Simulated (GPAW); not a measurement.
# HfC (Fm-3m) in GPAW: notebook

One crystal, HfC, is run at these levels: PBEsol+D3(BJ), PBEsol+D4, RPBE+D3(BJ), RPBE+D4; tasks: relaxation of cell and atoms.

Program: GPAW 26.7.0. These are calculated values, not measurements. Logs are shortened: lines on timing, memory, paths and dates and some standing lists are left out, and cuts for length are marked. The log counts tension as positive stress, the text compression.

## Step 1: The crystal as given

Symmetry: Fm-3m, No. 225, cubic system. The conventional cell has a = 4.650 Å, b = 4.650 Å, c = 4.650 Å, α = 90.00°, β = 90.00°, γ = 90.00°. Hf (site symmetry m-3m) is surrounded by 6 C at 2.33 Å. C (site symmetry m-3m) has 6 Hf at 2.33 Å as nearest neighbours.

## Step 2: Relaxation of cell and atoms, PBEsol+D3(BJ)

The input, run.py:

```python
from ase.calculators.mixing import SumCalculator
from ase.filters import FrechetCellFilter
from ase.io import read, write
from ase.optimize import BFGS
from dftd3.ase import DFTD3
from gpaw import GPAW, PW, setup_paths

setup_paths.insert(0, '.')

atoms = read('HfC.xyz')

calc = GPAW(mode=PW(800),
            xc='PBEsol',
            kpts={'size': (10, 10, 10), 'gamma': True},
            occupations={'name': 'fermi-dirac', 'width': 0.05},
            nbands=18,
            convergence={'density': 1e-05, 'forces': 0.0001},
            maxiter=150,
            txt='gpaw.txt')
atoms.calc = SumCalculator([calc, DFTD3(method='pbesol', damping='d3bj')])
opt = BFGS(FrechetCellFilter(atoms), trajectory='relax.traj', logfile='-')
done = opt.run(fmax=0.02, steps=60)
calc.write('gs.gpw')
write('result.traj', atoms)
print('Converged:', done)
print('Cell:', atoms.cell.cellpar().round(4))
print('Volume:', round(atoms.get_volume(), 4))
print(atoms.get_scaled_positions().round(5))
```

The input, HfC.xyz:

```xyz
2
Lattice="0.0000000000 2.3250000000 2.3250000000 2.3250000000 0.0000000000 2.3250000000 2.3250000000 2.3250000000 0.0000000000" Properties=species:S:1:pos:R:3 pbc="T T T"
Hf     2.3250000000      2.3250000000      2.3250000000
C      0.0000000000      0.0000000000      0.0000000000
```

Potentials or basis: PAW data sets generated in the run's folder for this functional, pw.

Started as:

```
gpaw-setup -f PBEsol C Hf
OMP_NUM_THREADS=1 python run.py
```

gpaw.txt:

```text
__  _  _
 | _ |_)|_||  |
 |__||  | ||/\| - 26.7.0

Input parameters:
  mode=PW(ecut=800.0),
  convergence={'density': 1e-05, 'forces': 0.0001},
  kpts=MonkhorstPack(size=(10, 10, 10), gamma=True),
  maxiter=150,
  nbands=18,
  occupations=Occupations(name='fermi-dirac', width=0.05),
  xc=XC(name='PBEsol')

Diagonalizing LCAO Hamiltonian
Converting LCAO to pw mode

               Hf

       C

Atoms  # Å, Bohr magnetons
|   | symbol |        x |        y |        z |    initial magnetic moments |
|---|--------|----------|----------|----------|-----------------------------|
| 0 |     Hf | 2.325000 | 2.325000 | 2.325000 | ( 0.0000,  0.0000,  0.0000) |
| 1 |      C | 0.000000 | 0.000000 | 0.000000 | ( 0.0000,  0.0000,  0.0000) |

Unit cell  # Å
| periodic |        x |        y |        z |  lengths |    angles |
|----------|----------|----------|----------|----------|-----------|
|      yes | 0.000000 | 2.325000 | 2.325000 | 3.288047 | 60.000000 |
|      yes | 2.325000 | 0.000000 | 2.325000 | 3.288047 | 60.000000 |
|      yes | 2.325000 | 2.325000 | 0.000000 | 3.288047 | 60.000000 |

Number of symmetries: 48
Symmetry operations  # r_c * U_cc + t_c -> r_c
|    | kind |            matrix            |
|----|------|------------------------------|
|  0 |  σ   |  1, 0, 0,  1, 0,-1,  1,-1, 0 |
|  1 |  C2  |  1, 0, 0,  1,-1, 0,  1, 0,-1 |
|  2 |  E   |  1, 0, 0,  0, 1, 0,  0, 0, 1 |
|  3 |  σ   |  1, 0, 0,  0, 0, 1,  0, 1, 0 |
|  4 |  C4  |  1, 0,-1,  1, 0, 0,  1,-1, 0 |
|  5 |  S6  |  1, 0,-1,  1,-1, 0,  1, 0, 0 |
|  6 |  σ   |  1, 0,-1,  0, 1,-1,  0, 0,-1 |
|  7 |  C3  |  1, 0,-1,  0, 0,-1,  0, 1,-1 |
|  8 |  S6  |  1,-1, 0,  1, 0, 0,  1, 0,-1 |
[... 173 lines left out ...]
SCF iterations
|iter     | |      energy | eigst |  dens |force |
|---------|-|-------------|-------|-------|------|
|iter:   1| |  -21.473770 | -0.35 |       |      |
|iter:   2| |  -20.921345 | -2.58 | -0.82 |      |
|iter:   3| |  -19.679130 | -1.55 | -0.89 |      |
|iter:   4| |  -19.689045 | -3.16 | -1.62 |      |
|iter:   5| |  -19.697109 | -3.19 | -1.84 |      |
|iter:   6| |  -19.697047 | -5.22 | -3.01 |      |
|iter:   7| |  -19.697049c| -6.62 | -3.64 |      |
|iter:   8| |  -19.697049c| -7.72c| -4.18 |      |
|iter:   9| |  -19.697049c| -9.31c| -5.38c|      |
|iter:  10| |  -19.697049c|-10.32c| -5.88c|-24.28c|

Converged in 10 steps
Energy contributions relative to reference atoms: (reference = -410785.337283)

Energy contributions:
  Kinetic:          17.387397
  Coulomb:         -18.362567
  Zero:             -0.398534
  External:          0.000000
  Xc:              -18.321958
  Entropy:          -0.002773
  Spinorbit:         0.000000
  ----------------------------
  Free energy:     -19.698436
  Extrapolated:    -19.697049
[... 26 lines left out ...]
Stress tensor  # eV/Ang^3
|         x |         y |         z |
|-----------|-----------|-----------|
|  0.033165 | -0.000000 | -0.000000 |
| -0.000000 |  0.033165 | -0.000000 |
| -0.000000 | -0.000000 |  0.033165 |

Forces  # eV/Ang
|       x |       y |        z |
|---------|---------|----------|
| 0.00000 | 0.00000 | -0.00000 |  # Hf   0
| 0.00000 | 0.00000 |  0.00000 |  # C    1

Interpolating wave functions to new cell

               Hf

       C

Atoms  # Å, Bohr magnetons
|   | symbol |        x |        y |         z |    initial magnetic moments |
|---|--------|----------|----------|-----------|-----------------------------|
| 0 |     Hf | 2.312008 | 2.312008 |  2.312008 | ( 0.0000,  0.0000,  0.0000) |
| 1 |      C | 0.000000 | 0.000000 | -0.000000 | ( 0.0000,  0.0000,  0.0000) |

Unit cell  # Å
| periodic |        x |         y |        z |  lengths |    angles |
|----------|----------|-----------|----------|----------|-----------|
|      yes | 0.000000 |  2.312008 | 2.312008 | 3.269673 | 60.000000 |
|      yes | 2.312008 | -0.000000 | 2.312008 | 3.269673 | 60.000000 |
|      yes | 2.312008 |  2.312008 | 0.000000 | 3.269673 | 60.000000 |

Number of symmetries: 48
Symmetry operations  # r_c * U_cc + t_c -> r_c
|    | kind |            matrix            |
|----|------|------------------------------|
|  0 |  σ   |  1, 0, 0,  1, 0,-1,  1,-1, 0 |
|  1 |  C2  |  1, 0, 0,  1,-1, 0,  1, 0,-1 |
|  2 |  E   |  1, 0, 0,  0, 1, 0,  0, 0, 1 |
|  3 |  σ   |  1, 0, 0,  0, 0, 1,  0, 1, 0 |
|  4 |  C4  |  1, 0,-1,  1, 0, 0,  1,-1, 0 |
|  5 |  S6  |  1, 0,-1,  1,-1, 0,  1, 0, 0 |
|  6 |  σ   |  1, 0,-1,  0, 1,-1,  0, 0,-1 |
|  7 |  C3  |  1, 0,-1,  0, 0,-1,  0, 1,-1 |
|  8 |  S6  |  1,-1, 0,  1, 0, 0,  1, 0,-1 |
[... 243 lines left out ...]
       C

Atoms  # Å, Bohr magnetons
|   | symbol |         x |         y |         z |    initial magnetic moments |
|---|--------|-----------|-----------|-----------|-----------------------------|
| 0 |     Hf |  2.292575 |  2.292575 |  2.292575 | ( 0.0000,  0.0000,  0.0000) |
| 1 |      C | -0.000000 | -0.000000 | -0.000000 | ( 0.0000,  0.0000,  0.0000) |

Unit cell  # Å
| periodic |         x |         y |         z |  lengths |    angles |
|----------|-----------|-----------|-----------|----------|-----------|
|      yes | -0.000000 |  2.292575 |  2.292575 | 3.242190 | 60.000000 |
|      yes |  2.292575 | -0.000000 |  2.292575 | 3.242190 | 60.000000 |
|      yes |  2.292575 |  2.292575 | -0.000000 | 3.242190 | 60.000000 |

Number of symmetries: 48
Symmetry operations  # r_c * U_cc + t_c -> r_c
|    | kind |            matrix            |
|----|------|------------------------------|
|  0 |  σ   |  1, 0, 0,  1, 0,-1,  1,-1, 0 |
|  1 |  C2  |  1, 0, 0,  1,-1, 0,  1, 0,-1 |
|  2 |  E   |  1, 0, 0,  0, 1, 0,  0, 0, 1 |
|  3 |  σ   |  1, 0, 0,  0, 0, 1,  0, 1, 0 |
|  4 |  C4  |  1, 0,-1,  1, 0, 0,  1,-1, 0 |
|  5 |  S6  |  1, 0,-1,  1,-1, 0,  1, 0, 0 |
|  6 |  σ   |  1, 0,-1,  0, 1,-1,  0, 0,-1 |
|  7 |  C3  |  1, 0,-1,  0, 0,-1,  0, 1,-1 |
|  8 |  S6  |  1,-1, 0,  1, 0, 0,  1, 0,-1 |
[... 243 lines left out ...]
       C

Atoms  # Å, Bohr magnetons
|   | symbol |        x |         y |         z |    initial magnetic moments |
|---|--------|----------|-----------|-----------|-----------------------------|
| 0 |     Hf | 2.293390 |  2.293390 |  2.293390 | ( 0.0000,  0.0000,  0.0000) |
| 1 |      C | 0.000000 | -0.000000 | -0.000000 | ( 0.0000,  0.0000,  0.0000) |

Unit cell  # Å
| periodic |         x |         y |         z |  lengths |    angles |
|----------|-----------|-----------|-----------|----------|-----------|
|      yes | -0.000000 |  2.293390 |  2.293390 | 3.243344 | 60.000000 |
|      yes |  2.293390 | -0.000000 |  2.293390 | 3.243344 | 60.000000 |
|      yes |  2.293390 |  2.293390 | -0.000000 | 3.243344 | 60.000000 |

Number of symmetries: 48
Symmetry operations  # r_c * U_cc + t_c -> r_c
|    | kind |            matrix            |
|----|------|------------------------------|
|  0 |  σ   |  1, 0, 0,  1, 0,-1,  1,-1, 0 |
|  1 |  C2  |  1, 0, 0,  1,-1, 0,  1, 0,-1 |
|  2 |  E   |  1, 0, 0,  0, 1, 0,  0, 0, 1 |
|  3 |  σ   |  1, 0, 0,  0, 0, 1,  0, 1, 0 |
|  4 |  C4  |  1, 0,-1,  1, 0, 0,  1,-1, 0 |
|  5 |  S6  |  1, 0,-1,  1,-1, 0,  1, 0, 0 |
|  6 |  σ   |  1, 0,-1,  0, 1,-1,  0, 0,-1 |
|  7 |  C3  |  1, 0,-1,  0, 0,-1,  0, 1,-1 |
|  8 |  S6  |  1,-1, 0,  1, 0, 0,  1, 0,-1 |
[... 231 lines left out ...]
Forces  # eV/Ang
|        x |        y |        z |
|----------|----------|----------|
| -0.00000 | -0.00000 | -0.00000 |  # Hf   0
| -0.00000 |  0.00000 |  0.00000 |  # C    1

# Writing to gs.gpw (mode='')
```

It took 89 s on 1 thread of Arm Neoverse V1, shared host; peak memory 0.23 GiB.

Results:

```yaml
Free_energy: -20.4584 eV
Relaxed_volume: 12.06 Å³/atom
Relaxed_cell: a = 3.243 Å, b = 3.243 Å, c = 3.243 Å, α = 60.00°, β = 60.00°, γ = 60.00°
Space_group_after_relaxing_to_0.05_Å: Fm-3m (No. 225)
Energy_gained_by_relaxing: 15.7 meV/atom
Ionic_steps: 4
Pressure_after_relaxing: 0.0 GPa
Band_gap_on_the_k_mesh: none (metal or under the smearing width)
Dispersion_energy_per_atom: -0.380 eV
```

Step by step:
```csv
step,energy change (eV),largest force (eV/Å),pressure (GPa),volume (Å³)
1,0.0000,0.0000,-10.00,25.14
2,-0.0207,0.0000,-6.11,24.72
3,-0.0314,0.0000,0.28,24.10
4,-0.0315,0.0000,-0.01,24.12
```

Final structure:
```yaml
crystal:
  lattice:
    - [0.00000, 2.29339, 2.29339]
    - [2.29339, 0.00000, 2.29339]
    - [2.29339, 2.29339, 0.00000]
  atoms:
    - { symbol: Hf, position: [0.50000, 0.50000, 0.50000] }
    - { symbol: C, position: [0.00000, 0.00000, 0.00000] }
```

Caveat: later steps reuse the first step's grids; pairwise dispersion overbinds metals, which lowers pressure and volume. The run has no spin-orbit coupling, so splittings on Hf are missing.

## Step 3: Relaxation of cell and atoms, PBEsol+D4

Edit run.py of step 2 so:

```diff
@@ -3,4 +3,4 @@
 from ase.io import read, write
-from ase.optimize import BFGS
-from dftd3.ase import DFTD3
+from ase.optimize import FIRE
+from dftd4.ase import DFTD4
 from gpaw import GPAW, PW, setup_paths
@@ -19,5 +19,5 @@
             txt='gpaw.txt')
-atoms.calc = SumCalculator([calc, DFTD3(method='pbesol', damping='d3bj')])
-opt = BFGS(FrechetCellFilter(atoms), trajectory='relax.traj', logfile='-')
-done = opt.run(fmax=0.02, steps=60)
+atoms.calc = SumCalculator([calc, DFTD4(method='pbesol')])
+opt = FIRE(FrechetCellFilter(atoms), trajectory='relax.traj', logfile='-')
+done = opt.run(fmax=0.01, steps=40)
 calc.write('gs.gpw')
```

HfC.xyz is that of step 2.

Potentials or basis: PAW data sets generated in the run's folder for this functional, pw.

Started as:

```
gpaw-setup -f PBEsol C Hf
OMP_NUM_THREADS=1 python run.py
```

Wall time 12 min (1 thread of Arm Neoverse V1, shared host); peak memory 0.36 GiB.

It converged, with:

```
Free energy                            : -20.0024 eV
Relaxed volume                         : 12.20 Å³/atom
Relaxed cell                           : a = 3.256 Å, b = 3.256 Å, c = 3.256 Å, α = 60.00°, β = 60.00°, γ = 60.00°
Space group after relaxing (to 0.05 Å) : Fm-3m (No. 225)
Energy gained by relaxing              : 8.1 meV/atom
Ionic steps                            : 19
Pressure after relaxing                : -0.1 GPa
Band gap on the k mesh                 : none (metal or under the smearing width)
Dispersion energy per atom             : -0.148 eV
```

Step by step:
| step | energy change (eV) | largest force (eV/Å) | pressure (GPa) | volume (Å³) |
| --- | --- | --- | --- | --- |
| 1 | 0.0000 | 0.0000 | -7.25 | 25.14 |
| 2 | -0.0081 | 0.0000 | -5.27 | 24.92 |
| 3 | -0.0156 | 0.0000 | -1.69 | 24.56 |
| 4 | -0.0140 | 0.0000 | 2.62 | 24.15 |
| 5 | -0.0143 | 0.0000 | 2.42 | 24.17 |
| 6 | -0.0148 | 0.0000 | 2.04 | 24.21 |
| 7 | -0.0155 | 0.0000 | 1.51 | 24.26 |
| 8 | -0.0160 | 0.0000 | 0.87 | 24.31 |
| 9 | -0.0163 | 0.0000 | 0.18 | 24.38 |
| 10 | -0.0163 | 0.0000 | -0.53 | 24.45 |
| 11 | -0.0163 | 0.0000 | -0.52 | 24.45 |
| 12 | -0.0163 | 0.0000 | -0.50 | 24.44 |
| 13 | -0.0163 | 0.0000 | -0.47 | 24.44 |
| 14 | -0.0163 | 0.0000 | -0.43 | 24.44 |
| 15 | -0.0163 | 0.0000 | -0.39 | 24.43 |
| 16 | -0.0163 | 0.0000 | -0.34 | 24.43 |
| 17 | -0.0163 | 0.0000 | -0.28 | 24.42 |
| 18 | -0.0163 | 0.0000 | -0.21 | 24.42 |
| 19 | -0.0163 | 0.0000 | -0.13 | 24.41 |

Final structure:
```
Hf C
1.0
     0.00000    2.30233    2.30233
     2.30233    0.00000    2.30233
     2.30233    2.30233    0.00000
Hf C
1 1
Direct
  0.50000 0.50000 0.50000
  0.00000 0.00000 0.00000
```

Levels at points of the mesh, in eV from the Fermi level:
```tsv
k point	band 4	band 5	band 6	band 7	band 8	band 9	band 10	band 11	band 12	band 13
(0.00, 0.00, 0.00)	-29.44	-12.45	1.04	1.04	1.04	1.32	1.32	1.32	3.42	3.42
(0.50, 0.00, 0.00)	-29.51	-8.50	-6.32	-3.12	-3.12	5.41	5.41	5.91	6.67	11.73
(0.50, 0.50, 0.00)	-29.70	-10.52	-2.61	-1.96	-0.07	-0.07	5.42	6.89	6.89	8.76
(0.50, 0.50, 0.50)	-29.51	-8.50	-6.32	-3.12	-3.12	5.41	5.41	5.91	6.67	11.73
```

Caveat: later steps reuse the first step's grids; pairwise dispersion overbinds metals, which lowers pressure and volume.

## Step 4: Relaxation of cell and atoms, RPBE+D3(BJ), target pressure -1 GPa, at which the enthalpy is minimised

The input, run.py:

```python
from ase import Atoms
from ase.calculators.mixing import SumCalculator
from ase.filters import FrechetCellFilter
from ase.io import write
from ase.optimize import BFGS
from ase.units import GPa
from dftd3.ase import DFTD3
from gpaw import GPAW, PW

atoms = Atoms(['Hf', 'C'],
              cell=[[0.0, 2.325, 2.325],
                    [2.325, 0.0, 2.325],
                    [2.325, 2.325, 0.0]],
              scaled_positions=[[0.5, 0.5, 0.5],
                                [0.0, 0.0, 0.0]],
              pbc=True)

calc = GPAW(mode=PW(800),
            xc='RPBE',
            kpts={'size': (10, 10, 10), 'gamma': True},
            occupations={'name': 'fermi-dirac', 'width': 0.05},
            nbands=18,
            convergence={'density': 1e-05, 'forces': 0.0001},
            maxiter=150,
            txt='gpaw.txt')
atoms.calc = SumCalculator([calc, DFTD3(method='rpbe', damping='d3bj')])
opt = BFGS(FrechetCellFilter(atoms, scalar_pressure=-1 * GPa), trajectory='relax.traj', logfile='-')
done = opt.run(fmax=0.05, steps=40)
calc.write('gs.gpw')
write('result.traj', atoms)
print('Converged:', done)
print('Cell:', atoms.cell.cellpar().round(4))
print('Volume:', round(atoms.get_volume(), 4))
print(atoms.get_scaled_positions().round(5))
```

Potentials or basis: the program's PAW data sets (release 1.2.1) made for this functional, pw.

Started as:

```
OMP_NUM_THREADS=1 python run.py
```

It took 84 s on 1 thread of Arm Neoverse V1, shared host; peak memory 0.24 GiB.

It converged, with:

| Item | Value |
| --- | --- |
| Free energy | -22.4736 eV |
| Relaxed volume | 11.41 Å³/atom |
| Relaxed cell | a = 3.184 Å, b = 3.184 Å, c = 3.184 Å, α = 60.00°, β = 60.00°, γ = 60.00° |
| Space group after relaxing (to 0.05 Å) | Fm-3m (No. 225) |
| Energy change on relaxing (the enthalpy is what falls) | -103.2 meV/atom |
| Ionic steps | 4 |
| Pressure after relaxing | -1.1 GPa |
| Band gap on the k mesh | none (metal or under the smearing width) |
| Dispersion energy per atom | -2.541 eV |

The path:
```tsv
step	energy change (eV)	largest force (eV/Å)	pressure (GPa)	volume (Å³)
1	0.0000	0.0000	-25.75	25.14
2	-0.1346	0.0000	-16.36	24.11
3	-0.2064	0.0000	0.74	22.68
4	-0.2065	0.0000	-1.09	22.81
```

Final structure:
```
Hf C
1.0
     0.00000    2.25109    2.25109
     2.25109    0.00000    2.25109
     2.25109    2.25109    0.00000
Hf C
1 1
Direct
  0.50000 0.50000 0.50000
  0.00000 0.00000 0.00000
```

Levels at points of the mesh, in eV from the Fermi level:
```
           k point  band 5  band 6  band 7  band 8  band 9  band 10  band 11  band 12
(0.00, 0.00, 0.00)  -12.85    1.06    1.06    1.06    1.40     1.40     1.40     3.67
(0.50, 0.50, 0.00)  -10.96   -2.53   -2.14   -0.01   -0.01     5.86     7.51     7.51
(0.50, 0.50, 0.50)   -8.56   -6.60   -3.36   -3.36    5.88     5.88     6.42     7.04
```

Caveat: later steps reuse the first step's grids; pairwise dispersion overbinds metals, which lowers pressure and volume. The run has no spin-orbit coupling, so splittings on Hf are missing.

[end of part 1 of 2]
